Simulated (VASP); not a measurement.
Input of a VASP 6.6.1 run:

File INCAR:

```
SYSTEM = Y
PREC     = Accurate       ! precision mode
ENCUT    = 520            ! plane-wave cutoff, eV
EDIFF    = 1E-7           ! SCF threshold, eV
ISMEAR   = -1             ! smearing method
SIGMA    = 0.1            ! smearing width, eV
LREAL    = .False.        ! projectors in reciprocal space
LASPH    = .True.         ! aspherical terms in the spheres
NELM     = 80             ! most SCF steps
ALGO     = Normal         ! electronic algorithm
ISIF     = 2              ! what is computed and relaxed
LWAVE    = .False.        ! write WAVECAR
LCHARG   = .True.         ! write CHGCAR
GGA      = RE             ! functional
LELF     = .True.         ! ELF
LVHAR    = .True.       
NBANDS   = 12             ! bands
```

The input KPOINTS:

```
Automatic mesh
0
Gamma
  12 12 12
  0 0 0
```

POSCAR

```
Y
1.0
    0.0000000000      2.6588737405      2.6588737405
    2.6588737405      0.0000000000      2.6588737405
    2.6588737405      2.6588737405      0.0000000000
Y
1
Direct
    0.0000000000      0.0000000000      0.0000000000
```

Potentials or basis: VASP PAW PBE potentials, release 64 (Y_sv).

Launch:

```bash
$ cat potpaw_PBE.64/Y_sv/POTCAR > POTCAR
$ mpirun -np 1 vasp_std > vasp.out
```

Task: Predict the pressure.

Result: -3.5 GPa.

Task: Estimate the band gap on the k mesh.

Result: None (metal or under the smearing width).

Caveat: the PAW data sets were made with another functional, which shifts forces and pressure a little.
